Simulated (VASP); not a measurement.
A run of VASP 6.6.1 is set up as follows.

The input INCAR:

```
SYSTEM = C
PREC = Accurate
ENCUT = 520
EDIFF = 1E-7
ISMEAR = -1
SIGMA = 0.05
LREAL = .False.
LASPH = .True.
NELM = 60
ALGO = Normal
ISIF = 2
LWAVE = .False.
LCHARG = .True.
GGA = B5
ALDAX = 1.0
AGGAX = 1.0
AGGAC = 1.0
ALDAC = 0.0
LELF = .True.
LVHAR = .True.
NBANDS = 26
```

File KPOINTS:

```
Automatic mesh
0
Gamma
  12 12 4
  0 0 0
```

The input POSCAR:

```
C
1.0
    2.5363390373      0.0000000000      0.0000000000
   -1.2681695187      2.1965340389      0.0000000000
    0.0000000000      0.0000000000      8.3655818452
C
8
Direct
    0.6666666667      0.3333333333      0.8445290131
    0.3333333333      0.6666666667      0.3445290131
    0.6666666667      0.3333333333      0.6554709869
    0.3333333333      0.6666666667      0.1554709869
    0.0000000000      0.0000000000      0.9070295134
    0.0000000000      0.0000000000      0.4070295134
    0.0000000000      0.0000000000      0.5929704866
    0.0000000000      0.0000000000      0.0929704866
```

Potentials or basis: VASP PAW PBE potentials, release 64 (C).

Run with:

```console
$ cat potpaw_PBE.64/C/POTCAR > POTCAR
$ mpirun -np 1 vasp_std > vasp.out
```

Predict the band gap on the k mesh.

4.82 eV, indirect (least direct gap 5.41 eV).

Predict the pressure.

0.7 GPa.

Caveat: the PAW data sets were made with another functional, which shifts forces and pressure a little. A k mesh can miss the band edges.
